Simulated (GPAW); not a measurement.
Wanted: an ASE script for a GPAW 26.7.0 run.

* Task: equation of state
* Functional: PBEsol
* Potentials or basis: PAW data sets generated in the run's folder for this functional
* Cutoff: 600 eV
* Basis: pw
* k mesh: 8 × 8 × 8
* Occupations: fermi-dirac, width 0.05 eV
* Spin: no spin polarisation
* Maxiter: 150
* Eos scales: [0.94, 0.96, 0.98, 1.0, 1.02, 1.04, 1.06]

Crystal: PbS (Galena).

```xyz
2
Lattice="0.0000 2.9657 2.9657 2.9657 0.0000 2.9657 2.9657 2.9657 0.0000" Properties=species:S:1:pos:R:3 pbc="T T T"
Pb    0.0000    0.0000    0.0000
S     2.9657    2.9657    2.9657
```

The input as run:

run.py

```python
from ase import Atoms
from ase.eos import EquationOfState
from ase.io import Trajectory
from ase.units import GPa
from gpaw import GPAW, PW, setup_paths

setup_paths.insert(0, '.')

atoms = Atoms(['Pb', 'S'],
              cell=[[0.0, 2.96575, 2.96575],
                    [2.96575, 0.0, 2.96575],
                    [2.96575, 2.96575, 0.0]],
              scaled_positions=[[0.0, 0.0, 0.0],
                                [0.5, 0.5, 0.5]],
              pbc=True)

traj = Trajectory('eos.traj', 'w')
volumes, energies = [], []
for x in [0.94, 0.96, 0.98, 1.0, 1.02, 1.04, 1.06]:
    a = atoms.copy()
    a.set_cell(atoms.cell * x**(1 / 3), scale_atoms=True)
    calc = GPAW(mode=PW(600),
                xc='PBEsol',
                kpts={'size': (8, 8, 8), 'gamma': True},
                occupations={'name': 'fermi-dirac', 'width': 0.05},
                nbands=19,
                convergence={'density': 1e-05, 'energy': 1e-05},
                maxiter=150,
                txt=f'eos-{x:.2f}.txt')
    a.calc = calc
    energies.append(a.get_potential_energy(force_consistent=True))
    volumes.append(a.get_volume())
    p = -a.get_stress()[:3].mean() / GPa
    calc.write(f'eos-{x:.2f}.gpw')
    traj.write(a)
    print(f'{x:.2f} {volumes[-1]:10.4f} A^3 {energies[-1]:14.6f} eV {p:9.3f} GPa', flush=True)

v0, e0, B = EquationOfState(volumes, energies, eos='birchmurnaghan').fit()
print(f'V0 = {v0:.4f} A^3, E0 = {e0:.6f} eV, B0 = {B / GPa:.2f} GPa')
```

Potentials or basis: PAW data sets generated in the run's folder for this functional, pw.

The run is started by

```console
$ gpaw-setup -f PBEsol Pb S
$ OMP_NUM_THREADS=1 python run.py
```

Results of the run:

The equilibrium volume is 25.60 Å³/atom and the bulk modulus is 59 GPa. The pressure derivative of the bulk modulus is 3.9.

It took 3.3 min on 1 thread of Arm Neoverse N1 (shared host), peak memory 0.31 GiB.
